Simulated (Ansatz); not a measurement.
Band structure of CsCl

```
Cs Cl
1.0
     4.12300    0.00000    0.00000
     0.00000    4.12300    0.00000
     0.00000    0.00000    4.12300
Cs Cl
1 1
Direct
  0.00000 0.00000 0.00000
  0.50000 0.50000 0.50000
```

Atom numbers follow the list: Cs1, Cl2.

The conventional cell has a = 4.123 Å, b = 4.123 Å, c = 4.123 Å, α = 90.00°, β = 90.00°, γ = 90.00°. Cs (atom 1) is surrounded by 8 Cl at 3.57 Å. Cl (atom 2) is surrounded by 8 Cs at 3.57 Å.

The cell is COD entry 9008789, as deposited and not checked against the literature; nothing was relaxed.

No spin–orbit coupling, which matters for the heavy atoms here.

Theory: DFT, PBEsol, all-electron LAPW, scalar-relativistic in Ansatz 0.2.0.

Settings: a Γ-centred 6×6×6 k mesh, Fermi–Dirac smearing of 0.03 eV, basis error target 1 meV/atom, no spin polarisation.

Points in fractions of the reciprocal vectors of this cell: Γ (0, 0, 0), X (0, 0.5, 0), M (0.5, 0.5, 0), R (0.5, 0.5, 0.5). The path joins them by straight lines in the order Γ–X–M–Γ–R–X–R–M; legs that retrace an earlier one aren't tabulated. Energies are in eV from the top of the valence band.

Q: List the levels at Γ between -5 and 5 eV.

A: 0.00 (×3).

Q: List the levels at R between -5 and 5 eV.

A: -1.12 (×3).

Q: List the levels at M between -5 and 5 eV.

A: -0.43 (×2), -0.06.

Q: What is the band gap?

A: 5.06 eV, direct at Γ.

Kohn–Sham gaps of semilocal functionals usually fall short of measured ones.
